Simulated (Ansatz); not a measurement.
Planning a run of Ansatz 0.2.0 on P (layers cut from the bulk crystal). The input:

```yaml
crystal:
  lattice:
    - [4.4396593299, 0.0, 0.0]
    - [0.0, 3.2973472277, 0.0]
    - [0.0, 0.0, 27.4]
  atoms:
    - { symbol: P, position: [0.4175149717, 0.3983795, 0.4612761587] }
    - { symbol: P, position: [0.0824850283, 0.8983795, 0.4612761587] }
    - { symbol: P, position: [0.9175149717, 0.8983795, 0.5387238413] }
    - { symbol: P, position: [0.5824850283, 0.3983795, 0.5387238413] }
  periodic: [true, true, false]
kpoints:
  mp_grid: { grid: [6, 8, 1] }
hamiltonian:
  xc: pbe
  pseudopotentials: { kind: paw, azcp: { folder: "./paw" } }
scf:
  occupations: { method: fixed }
gw:
  n_empty_bands: 1197
  ecut_chi: 120.0
  qp_bands: [v2, c2]
  qp_kpoints: band_edges
  screening: { model: contour_deformation }
```

```sh
ansatz run input.yaml --threads 3 --pin off --max-ram 92160MiB --backend cuda --events-out ev --progress --plain --runs-dir out --devices 1 --max-vram 13GiB
```

How long will it take on 1 × NVIDIA H100 80GB HBM3 (shared by 6 runs) with 3 threads of AMD EPYC 7R13 (Zen 3), shared host, and how much memory?

It took 2.2 min; on shared hardware allow 65 s to 4.3 min. Peak host memory was 8.2 GiB. The sizes that set the cost: 7891 plane waves a state, 20 irreducible k points, 1207 bands summed, 1143 plane waves in the screening and 8 SCF cycles.

The screening grows as filled bands × empty bands × pairs of k points, times the square of the screening basis for the matrix.

[Paths, hosts, dates, memory and timing lines, banners, echoed tables and standing remarks are left out of the program output.]

[Logs are printed without paths, hosts, clocks, repeated set-up lines and the standing remarks that a program may print on its own settings, such as how far it seeks lower states.]

[Runs of the session that timed out or met a known fault of the program may be left out.]

[Cells called generated may have been cut or substituted from an entry of the Crystallography Open Database or the Materials Project.]

[Hosts, paths, dates, database ids (printed as entryN), source tags and the programs' standing remarks are cut or masked in the printed files.]
